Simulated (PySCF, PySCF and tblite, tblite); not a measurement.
**Piperidine (C5H11N): conformers and averaged spectra**

Which conformers does Piperidine (C5H11N) (`C1CCNCC1`) populate, and what do their averaged NMR parameters look like?

Programs: PySCF 2.14.0 with density-fitted response routines of our own, and tblite 0.8.0. All values are computed, except where a source is named. Atoms count from 0 throughout.

## Step 1: The molecule as given

17 atoms, charge 0, multiplicity 1; geometry from: MMFF94s geometry.

Bonds of the start (Å): C0–C1 1.53, C0–C5 1.52, C0–H6 1.10, C0–H7 1.10, C1–C2 1.53, C1–H8 1.11, C1–H9 1.09, C2–H10 1.10, C2–H11 1.11, C2–N3 1.45, C4–C5 1.52, C4–H13 1.10, C4–H14 1.10, C5–H15 1.09, C5–H16 1.10, N3–C4 1.46, N3–H12 1.04.

## Step 2: GFN2-xTB relaxation, conformer 1

Job settings and geometry (Å):

```
{"job": {"xc": "GFN2-xTB", "basis": "xTB", "kind": "relax"}, "charge": 0, "multiplicity": 1}
C      0.531600     1.196300    -0.310200
C     -0.827600     1.061100     0.385900
C     -1.480700    -0.277100     0.052500
N     -0.620800    -1.406300     0.339600
C      0.641600    -1.318200    -0.380900
C      1.389800    -0.028600    -0.061800
H      0.359600     1.319000    -1.391400
H      1.042300     2.107400     0.042200
H     -0.669600     1.119100     1.482100
H     -1.483400     1.885500     0.115900
H     -1.777700    -0.293800    -1.011600
H     -2.420600    -0.379400     0.625700
H     -0.423300    -1.419000     1.358300
H      1.272500    -2.179300    -0.134600
H      0.446000    -1.371000    -1.464000
H      2.303000     0.036700    -0.652600
H      1.710500    -0.040300     0.995200
```

Run with:

```sh
> OMP_NUM_THREADS=1 python ens_run.py task.json out
```

The driver reads the study from task.json and runs its stages one after another.

The log of the run:

```text
step      E/eV     max force
  0    -523.60246    0.757
  1    -523.62988    0.309
  2    -523.63626    0.222
  3    -523.64546    0.119
  4    -523.64727    0.099
  5    -523.64942    0.105
  6    -523.65051    0.092
  7    -523.65154    0.063
  8    -523.65220    0.061
  9    -523.65282    0.066
 10    -523.65346    0.069
 11    -523.65427    0.066
 12    -523.65508    0.065
 13    -523.65570    0.050
 14    -523.65609    0.044
 15    -523.65636    0.036
 16    -523.65636    0.036
 17    -523.65647    0.029
 18    -523.65670    0.025
 19    -523.65679    0.026
 20    -523.65704    0.037
 21    -523.65719    0.034
 22    -523.65732    0.026
 23    -523.65746    0.030
 24    -523.65762    0.031
 25    -523.65779    0.036
 26    -523.65794    0.034
 27    -523.65807    0.027
 28    -523.65818    0.021
 29    -523.65825    0.019
 30    -523.65830    0.018
 31    -523.65835    0.018
 32    -523.65841    0.022
 33    -523.65847    0.018
 34    -523.65851    0.016
 35    -523.65853    0.013
 36    -523.65856    0.011
 37    -523.65858    0.011
 38    -523.65860    0.011
 39    -523.65862    0.010
 40    -523.65863    0.007
 41    -523.65863    0.004
```

It took 0.28 s on 1 thread of Arm Neoverse N1, shared host.

The energy fell by 0.056 eV, and the atoms moved 0.05 Å (root mean square).

**GFN2-xTB relaxation, conformer 2**

Job settings and geometry (Å):

```
{"job": {"xc": "GFN2-xTB", "basis": "xTB", "kind": "relax"}, "charge": 0, "multiplicity": 1}
C     -1.010900     0.764800     0.546400
C     -1.324600    -0.513300    -0.226900
C     -0.103500    -1.457400    -0.219300
N      1.076800    -0.782400    -0.764200
C      1.416500     0.401700     0.027500
C      0.261800     1.406900     0.031900
H     -1.854300     1.472200     0.443500
H     -0.908100     0.546000     1.619800
H     -2.175300    -1.027600     0.235100
H     -1.602600    -0.272400    -1.245200
H     -0.341900    -2.329000    -0.845700
H      0.081100    -1.827100     0.792500
H      1.857800    -1.438400    -0.724300
H      1.692100     0.120900     1.042500
H      2.296800     0.884300    -0.423300
H      0.100100     1.794500    -0.967400
H      0.531100     2.268300     0.667300
```

The log of the run:

```text
step      E/eV     max force
  0    -523.52670    0.639
  1    -523.54975    0.248
  2    -523.55490    0.215
  3    -523.57021    0.231
  4    -523.57505    0.168
  5    -523.57838    0.142
  6    -523.57997    0.121
  7    -523.58189    0.100
  8    -523.58398    0.134
  9    -523.58645    0.119
 10    -523.58869    0.102
 11    -523.59049    0.083
 12    -523.59174    0.082
 13    -523.59255    0.079
 14    -523.59316    0.060
 15    -523.59373    0.054
 16    -523.59431    0.060
 17    -523.59482    0.064
 18    -523.59519    0.042
 19    -523.59543    0.036
 20    -523.59543    0.036
 21    -523.59553    0.026
 22    -523.59571    0.021
 23    -523.59576    0.023
 24    -523.59585    0.016
 25    -523.59590    0.017
 26    -523.59594    0.014
 27    -523.59597    0.014
 28    -523.59600    0.012
 29    -523.59602    0.014
 30    -523.59604    0.012
 31    -523.59605    0.009
 32    -523.59606    0.008
 33    -523.59607    0.007
 34    -523.59608    0.006
 35    -523.59608    0.007
 36    -523.59609    0.007
 37    -523.59610    0.008
 38    -523.59611    0.008
 39    -523.59611    0.007
 40    -523.59612    0.005
 41    -523.59613    0.005
 42    -523.59613    0.005
 43    -523.59614    0.005
 44    -523.59614    0.004
 45    -523.59614    0.002
```

Wall time 0.35 s (1 thread of Arm Neoverse N1, shared host).

Gain 0.069 eV; displacement 0.06 Å root mean square.

## Step 3: Shieldings, conformer 1: KT2/pcSseg-1 in acetone

Job settings and geometry (Å):

```
{"job": {"xc": "KT2", "basis": "pcSseg-1", "solvent": "acetone", "kind": "nmr", "pop": true}, "charge": 0, "multiplicity": 1}
C      0.516818     1.198051    -0.334730
C     -0.809083     1.069038     0.413211
C     -1.475141    -0.265583     0.056837
N     -0.625964    -1.412929     0.319942
C      0.642624    -1.300935    -0.376310
C      1.401299    -0.011867    -0.038610
H      0.320678     1.246331    -1.408759
H      1.026634     2.119429    -0.043710
H     -0.624645     1.103714     1.490768
H     -1.473089     1.896470     0.157240
H     -1.717251    -0.278259    -1.010666
H     -2.403996    -0.391648     0.618919
H     -0.453299    -1.478156     1.320066
H      1.247181    -2.176821    -0.127992
H      0.428043    -1.327072    -1.449379
H      2.324065     0.039810    -0.618785
H      1.668129    -0.017542     1.022048
```

The log of the run:

```text
coarse grid: 13312 points
cycle   1  E = -256.1458318221  dE =  4.767e-01  |g| = 5.216e-01  |ddm| = 3.565e+00
cycle   2  E = -256.0571675140  dE =  8.866e-02  |g| = 7.960e-01  |ddm| = 1.381e+00
cycle   3  E = -256.2226422588  dE = -1.655e-01  |g| = 7.665e-02  |ddm| = 8.707e-01
cycle   4  E = -256.2238646601  dE = -1.222e-03  |g| = 1.607e-02  |ddm| = 9.095e-02
cycle   5  E = -256.2238962359  dE = -3.158e-05  |g| = 1.072e-02  |ddm| = 2.371e-02
cycle   6  E = -256.2239218583  dE = -2.562e-05  |g| = 9.367e-04  |ddm| = 9.968e-03
cycle   7  E = -256.2239220147  dE = -1.563e-07  |g| = 4.338e-04  |ddm| = 9.608e-04
final grid: 126128 points
cycle   8  E = -256.2153447522  dE = -2.460e-04  |g| = 1.424e-02  |ddm| = 5.898e-02
cycle   9  E = -256.2152718355  dE =  7.292e-05  |g| = 2.191e-02  |ddm| = 3.204e-02
cycle  10  E = -256.2153940185  dE = -1.222e-04  |g| = 1.043e-03  |ddm| = 2.097e-02
cycle  11  E = -256.2153942057  dE = -1.872e-07  |g| = 4.645e-04  |ddm| = 1.297e-03
cycle  12  E = -256.2153942502  dE = -4.451e-08  |g| = 1.451e-04  |ddm| = 4.713e-04
cycle  13  E = -256.2153942547  dE = -4.497e-09  |g| = 1.141e-05  |ddm| = 1.513e-04
cycle  14  E = -256.2153942547  dE = -2.115e-11  |g| = 6.773e-06  |ddm| = 1.558e-05
converged SCF energy = -256.2153942547

GIAO shielding tensors (ppm)
atom      isotropic    diamagn.    paramagn.     s11        s22        s33       span
  0 C      154.564     248.586     -94.022    149.279    155.080    159.333     10.054
  1 C      151.466     250.007     -98.541    138.018    153.544    162.836     24.819
  2 C      131.629     247.255    -115.626    116.596    126.951    151.340     34.745
  3 N      202.212     321.603    -119.391    180.496    181.921    244.220     63.724
  4 C      131.655     247.256    -115.601    116.623    126.977    151.363     34.740
  5 C      151.492     250.000     -98.509    138.032    153.572    162.870     24.838
  6 H       29.962      31.374      -1.412     27.024     28.227     34.635      7.611
  7 H       29.573      30.078      -0.504     25.128     27.475     36.117     10.990
  8 H       30.276      31.659      -1.383     27.292     28.544     34.992      7.700
  9 H       30.010      30.200      -0.190     26.352     27.586     36.092      9.740
 10 H       28.812      30.534      -1.722     24.538     28.297     33.601      9.063
 11 H       28.322      29.232      -0.910     23.548     27.404     34.014     10.466
 12 H       30.985      33.460      -2.475     24.796     29.791     38.369     13.573
 13 H       28.325      29.237      -0.913     23.550     27.407     34.018     10.468
 14 H       28.814      30.536      -1.722     24.541     28.298     33.604      9.063
 15 H       30.014      30.204      -0.191     26.354     27.590     36.097      9.743
 16 H       30.277      31.659      -1.381     27.294     28.544     34.995      7.701
```

It took 26 s on 1 thread of Arm Neoverse N1, shared host; peak memory 0.87 GiB.

In short: HOMO -4.90 eV, LUMO 0.77 eV; dipole 1.42 D.

## Step 4: Single-point energy, conformer 1: B3LYP/def2-SVP in acetone

The job, as its differences from that of step 3:

```diff
@@ -1,2 +1,2 @@
-{"job": {"xc": "KT2", "basis": "pcSseg-1", "solvent": "acetone", "kind": "nmr", "pop": true}, "charge": 0, "multiplicity": 1}
+{"job": {"xc": "B3LYP", "basis": "def2-SVP", "solvent": "acetone", "kind": "sp"}, "charge": 0, "multiplicity": 1}
 C      0.516818     1.198051    -0.334730
```

The log of the run:

```text
coarse grid: 13312 points
cycle   1  E = -251.6278468169  dE =  5.523e-01  |g| = 4.226e-01  |ddm| = 4.126e+00
cycle   2  E = -251.6122183763  dE =  1.563e-02  |g| = 5.065e-01  |ddm| = 1.142e+00
cycle   3  E = -251.6774795249  dE = -6.526e-02  |g| = 4.802e-02  |ddm| = 6.277e-01
cycle   4  E = -251.6779387491  dE = -4.592e-04  |g| = 1.185e-02  |ddm| = 6.893e-02
cycle   5  E = -251.6779572014  dE = -1.845e-05  |g| = 7.893e-03  |ddm| = 2.031e-02
cycle   6  E = -251.6779710528  dE = -1.385e-05  |g| = 4.436e-04  |ddm| = 7.595e-03
cycle   7  E = -251.6779710906  dE = -3.783e-08  |g| = 2.068e-04  |ddm| = 5.784e-04
final grid: 126128 points
cycle   8  E = -251.7254771382  dE = -5.451e-05  |g| = 5.621e-03  |ddm| = 4.719e-02
cycle   9  E = -251.7254731018  dE =  4.036e-06  |g| = 6.931e-03  |ddm| = 1.457e-02
cycle  10  E = -251.7254856084  dE = -1.251e-05  |g| = 3.569e-04  |ddm| = 7.691e-03
cycle  11  E = -251.7254856357  dE = -2.733e-08  |g| = 7.142e-05  |ddm| = 6.025e-04
cycle  12  E = -251.7254856363  dE = -6.079e-10  |g| = 5.308e-05  |ddm| = 1.125e-04
cycle  13  E = -251.7254856369  dE = -6.016e-10  |g| = 3.488e-06  |ddm| = 4.903e-05
converged SCF energy = -251.7254856369
```

Wall time 11 s (1 thread of Arm Neoverse N1, shared host); peak memory 0.7 GiB.

Key values: HOMO -5.76 eV, LUMO 1.66 eV; dipole 1.35 D.

## Step 5: Shieldings, conformer 2: KT2/pcSseg-1 in acetone

Job settings and geometry (Å):

```
{"job": {"xc": "KT2", "basis": "pcSseg-1", "solvent": "acetone", "kind": "nmr", "pop": false}, "charge": 0, "multiplicity": 1}
C     -1.007824     0.755470     0.569605
C     -1.314876    -0.507424    -0.229506
C     -0.109836    -1.444302    -0.200290
N      1.038673    -0.755443    -0.758865
C      1.406877     0.397687     0.041341
C      0.259381     1.404420     0.021170
H     -1.845737     1.453015     0.513008
H     -0.857525     0.494049     1.620509
H     -2.189025    -1.017254     0.179242
H     -1.522199    -0.238683    -1.266146
H     -0.307745    -2.331419    -0.807294
H      0.066907    -1.771619     0.841849
H      1.824918    -1.392924    -0.836046
H      1.627568     0.123501     1.090398
H      2.306437     0.843104    -0.391002
H      0.089076     1.717829    -1.009663
H      0.527932     2.282023     0.611780
```

The log of the run:

```text
coarse grid: 13312 points
cycle   1  E = -256.1454776927  dE =  4.867e-01  |g| = 5.256e-01  |ddm| = 3.588e+00
cycle   2  E = -256.0399323284  dE =  1.055e-01  |g| = 8.406e-01  |ddm| = 1.431e+00
cycle   3  E = -256.2231596658  dE = -1.832e-01  |g| = 7.742e-02  |ddm| = 9.227e-01
cycle   4  E = -256.2243429955  dE = -1.183e-03  |g| = 2.397e-02  |ddm| = 9.133e-02
cycle   5  E = -256.2244479215  dE = -1.049e-04  |g| = 9.645e-03  |ddm| = 2.935e-02
cycle   6  E = -256.2244684975  dE = -2.058e-05  |g| = 9.084e-04  |ddm| = 9.402e-03
cycle   7  E = -256.2244686552  dE = -1.577e-07  |g| = 4.186e-04  |ddm| = 1.053e-03
final grid: 126128 points
cycle   8  E = -256.2158084031  dE = -2.408e-04  |g| = 1.463e-02  |ddm| = 5.437e-02
cycle   9  E = -256.2157231269  dE =  8.528e-05  |g| = 2.336e-02  |ddm| = 3.435e-02
cycle  10  E = -256.2158597309  dE = -1.366e-04  |g| = 1.386e-03  |ddm| = 2.291e-02
cycle  11  E = -256.2158600519  dE = -3.209e-07  |g| = 6.323e-04  |ddm| = 1.593e-03
cycle  12  E = -256.2158601385  dE = -8.664e-08  |g| = 1.232e-04  |ddm| = 5.867e-04
cycle  13  E = -256.2158601419  dE = -3.374e-09  |g| = 1.469e-05  |ddm| = 1.409e-04
cycle  14  E = -256.2158601419  dE = -4.025e-11  |g| = 7.222e-06  |ddm| = 1.779e-05
converged SCF energy = -256.2158601419

GIAO shielding tensors (ppm)
atom      isotropic    diamagn.    paramagn.     s11        s22        s33       span
  0 C      154.513     248.392     -93.879    148.468    154.932    160.139     11.671
  1 C      153.005     248.117     -95.112    144.814    154.318    159.882     15.069
  2 C      131.452     247.730    -116.278    111.999    131.227    151.130     39.131
  3 N      200.547     319.608    -119.062    182.525    191.734    227.382     44.857
  4 C      131.453     247.726    -116.273    112.004    131.236    151.118     39.114
  5 C      153.005     248.122     -95.117    144.816    154.319    159.880     15.064
  6 H       29.734      29.650       0.084     25.432     27.481     36.290     10.858
  7 H       30.349      31.148      -0.799     27.434     28.319     35.294      7.860
  8 H       29.938      29.572       0.366     25.782     27.618     36.414     10.631
  9 H       30.118      30.697      -0.579     26.901     28.092     35.361      8.460
 10 H       28.334      29.215      -0.881     24.254     26.799     33.948      9.694
 11 H       28.704      30.593      -1.889     24.211     27.925     33.976      9.765
 12 H       30.129      31.248      -1.118     21.781     28.375     40.232     18.450
 13 H       28.704      30.592      -1.888     24.211     27.925     33.977      9.766
 14 H       28.334      29.215      -0.881     24.254     26.800     33.949      9.694
 15 H       30.118      30.698      -0.580     26.901     28.091     35.361      8.460
 16 H       29.938      29.572       0.366     25.783     27.617     36.414     10.631
```

It took 26 s on 1 thread of Arm Neoverse N1, shared host; peak memory 0.86 GiB.

This run: HOMO -5.13 eV, LUMO 0.74 eV; dipole 1.14 D.

## Step 6: Single-point energy, conformer 2: B3LYP/def2-SVP in acetone

The job, as its differences from that of step 5:

```diff
@@ -1,2 +1,2 @@
-{"job": {"xc": "KT2", "basis": "pcSseg-1", "solvent": "acetone", "kind": "nmr", "pop": false}, "charge": 0, "multiplicity": 1}
+{"job": {"xc": "B3LYP", "basis": "def2-SVP", "solvent": "acetone", "kind": "sp"}, "charge": 0, "multiplicity": 1}
 C     -1.007824     0.755470     0.569605
```

The log of the run:

```text
coarse grid: 13312 points
cycle   1  E = -251.6279734047  dE =  5.637e-01  |g| = 4.262e-01  |ddm| = 4.156e+00
cycle   2  E = -251.6049447141  dE =  2.303e-02  |g| = 5.390e-01  |ddm| = 1.168e+00
cycle   3  E = -251.6783836249  dE = -7.344e-02  |g| = 4.643e-02  |ddm| = 6.521e-01
cycle   4  E = -251.6787814516  dE = -3.978e-04  |g| = 1.653e-02  |ddm| = 6.510e-02
cycle   5  E = -251.6788295746  dE = -4.812e-05  |g| = 7.864e-03  |ddm| = 2.448e-02
cycle   6  E = -251.6788431980  dE = -1.362e-05  |g| = 4.702e-04  |ddm| = 8.400e-03
cycle   7  E = -251.6788432428  dE = -4.477e-08  |g| = 2.064e-04  |ddm| = 6.882e-04
final grid: 126128 points
cycle   8  E = -251.7261624888  dE = -4.969e-05  |g| = 5.734e-03  |ddm| = 4.081e-02
cycle   9  E = -251.7261574809  dE =  5.008e-06  |g| = 7.291e-03  |ddm| = 1.420e-02
cycle  10  E = -251.7261713088  dE = -1.383e-05  |g| = 3.627e-04  |ddm| = 7.854e-03
cycle  11  E = -251.7261713344  dE = -2.556e-08  |g| = 1.276e-04  |ddm| = 5.883e-04
cycle  12  E = -251.7261713370  dE = -2.645e-09  |g| = 6.301e-05  |ddm| = 1.769e-04
cycle  13  E = -251.7261713379  dE = -8.337e-10  |g| = 2.092e-06  |ddm| = 6.938e-05
converged SCF energy = -251.7261713379
```

Run time: 13 s. Hardware: 1 thread of Arm Neoverse N1, shared host; peak memory 0.71 GiB.

This run: HOMO -6.00 eV, LUMO 1.62 eV; dipole 1.13 D.

## Step 7: Couplings, conformer 1: B3LYP/6-31G*+pcJ-1

Job settings and geometry (Å):

```
{"job": {"xc": "B3LYP", "basis": {"default": "6-31G*", "H": "pcJ-1"}, "nuclei": ["H", "F", "P", "Si", "B"], "kind": "j"}, "charge": 0, "multiplicity": 1}
C      0.516818     1.198051    -0.334730
C     -0.809083     1.069038     0.413211
C     -1.475141    -0.265583     0.056837
N     -0.625964    -1.412929     0.319942
C      0.642624    -1.300935    -0.376310
C      1.401299    -0.011867    -0.038610
H      0.320678     1.246331    -1.408759
H      1.026634     2.119429    -0.043710
H     -0.624645     1.103714     1.490768
H     -1.473089     1.896470     0.157240
H     -1.717251    -0.278259    -1.010666
H     -2.403996    -0.391648     0.618919
H     -0.453299    -1.478156     1.320066
H      1.247181    -2.176821    -0.127992
H      0.428043    -1.327072    -1.449379
H      2.324065     0.039810    -0.618785
H      1.668129    -0.017542     1.022048
```

The log of the run:

```text
coarse grid: 13312 points
cycle   1  E = -251.9029163457  dE =  5.993e-01  |g| = 4.706e-01  |ddm| = 3.287e+00
cycle   2  E = -251.8765116550  dE =  2.640e-02  |g| = 5.846e-01  |ddm| = 1.094e+00
cycle   3  E = -251.9636010694  dE = -8.709e-02  |g| = 5.830e-02  |ddm| = 6.216e-01
cycle   4  E = -251.9642934106  dE = -6.923e-04  |g| = 1.447e-02  |ddm| = 7.019e-02
cycle   5  E = -251.9643222874  dE = -2.888e-05  |g| = 9.490e-03  |ddm| = 2.151e-02
cycle   6  E = -251.9643425580  dE = -2.027e-05  |g| = 6.608e-04  |ddm| = 8.691e-03
cycle   7  E = -251.9643426497  dE = -9.175e-08  |g| = 2.412e-04  |ddm| = 6.993e-04
final grid: 126128 points
cycle   8  E = -251.9184790116  dE = -5.429e-05  |g| = 6.972e-03  |ddm| = 3.261e-02
cycle   9  E = -251.9184718361  dE =  7.176e-06  |g| = 8.779e-03  |ddm| = 1.458e-02
cycle  10  E = -251.9184917085  dE = -1.987e-05  |g| = 5.481e-04  |ddm| = 8.446e-03
cycle  11  E = -251.9184917741  dE = -6.565e-08  |g| = 1.064e-04  |ddm| = 7.235e-04
cycle  12  E = -251.9184917754  dE = -1.293e-09  |g| = 7.789e-05  |ddm| = 1.426e-04
cycle  13  E = -251.9184917767  dE = -1.288e-09  |g| = 4.518e-06  |ddm| = 6.678e-05
cycle  14  E = -251.9184917767  dE = -4.547e-12  |g| = 2.597e-06  |ddm| = 6.584e-06
converged SCF energy = -251.9184917767

Indirect spin-spin couplings (Hz)
  i      j    bonds     total        FC       PSO       DSO        SD
  6 H    7 H    2    -13.359   -13.042     1.789    -2.107         -
  6 H    8 H    3     12.186    13.080     1.812    -2.706         -
  6 H    9 H    3      3.690     3.700     0.166    -0.175         -
  6 H   10 H    4      0.161    -0.305    -1.064     1.530         -
  6 H   11 H    4     -0.705    -0.221     1.056    -1.541         -
  6 H   12 H    5     -0.591    -0.024     1.208    -1.775         -
  6 H   13 H    4     -0.704    -0.220     1.056    -1.541         -
  6 H   14 H    4      0.162    -0.304    -1.064     1.530         -
  6 H   15 H    3      3.688     3.698     0.166    -0.176         -
  6 H   16 H    3     12.189    13.083     1.812    -2.706         -
  7 H    8 H    3      3.666     3.689     0.163    -0.185         -
  7 H    9 H    3      3.559     3.686     0.324    -0.451         -
  7 H   10 H    4     -0.887    -0.423     1.071    -1.535         -
  7 H   11 H    4      1.586     2.085     1.260    -1.760         -
  7 H   12 H    5     -0.276     0.123     0.833    -1.233         -
  7 H   13 H    4      1.586     2.086     1.261    -1.760         -
  7 H   14 H    4     -0.887    -0.423     1.071    -1.536         -
  7 H   15 H    3      3.561     3.688     0.324    -0.451         -
  7 H   16 H    3      3.663     3.686     0.163    -0.186         -
  8 H    9 H    2    -13.444   -13.146     1.803    -2.101         -
  8 H   10 H    3     11.673    12.579     1.792    -2.698         -
  8 H   11 H    3      4.005     4.021     0.177    -0.192         -
  8 H   13 H    5     -0.267     0.110     0.798    -1.175         -
  8 H   14 H    5     -0.495     0.016     1.098    -1.608         -
  8 H   15 H    4     -0.809    -0.339     1.078    -1.547         -
  8 H   16 H    4      0.172    -0.271    -1.014     1.456         -
  9 H   10 H    3      2.696     2.685     0.188    -0.177         -
  9 H   11 H    3      2.219     2.304     0.301    -0.386         -
  9 H   12 H    4     -1.133    -0.612     1.164    -1.685         -
  9 H   13 H    5      0.359     0.934     1.255    -1.830         -
  9 H   14 H    5     -0.350     0.004     0.760    -1.114         -
  9 H   15 H    4      0.841     1.346     1.253    -1.758         -
  9 H   16 H    4     -0.810    -0.340     1.078    -1.547         -
 10 H   11 H    2    -14.259   -13.882     1.650    -2.026         -
 10 H   12 H    3     13.477    14.599     2.406    -3.528         -
 10 H   13 H    4     -0.432     0.107     1.138    -1.677         -
 10 H   14 H    4      0.198    -0.347    -1.259     1.804         -
 10 H   15 H    5     -0.350     0.004     0.761    -1.114         -
 10 H   16 H    5     -0.494     0.016     1.098    -1.608         -
 11 H   12 H    3      3.024     3.018     0.285    -0.278         -
 11 H   13 H    4      0.311     0.868     1.369    -1.926         -
 11 H   14 H    4     -0.430     0.108     1.138    -1.676         -
 11 H   15 H    5      0.359     0.934     1.255    -1.830         -
 11 H   16 H    5     -0.266     0.110     0.798    -1.175         -
 12 H   13 H    3      3.027     3.020     0.285    -0.279         -
 12 H   14 H    3     13.479    14.600     2.406    -3.528         -
 12 H   15 H    4     -1.132    -0.611     1.164    -1.685         -
 13 H   14 H    2    -14.267   -13.891     1.650    -2.026         -
 13 H   15 H    3      2.221     2.306     0.302    -0.386         -
 13 H   16 H    3      4.003     4.018     0.178    -0.193         -
 14 H   15 H    3      2.694     2.683     0.188    -0.178         -
 14 H   16 H    3     11.674    12.580     1.793    -2.699         -
 15 H   16 H    2    -13.450   -13.152     1.804    -2.101         -
```

Wall time 44 s (1 thread of Arm Neoverse N1, shared host); peak memory 0.94 GiB.

In short: HOMO -5.69 eV, LUMO 1.29 eV; dipole 1.09 D.

(Part 1 of 2 ends here.)
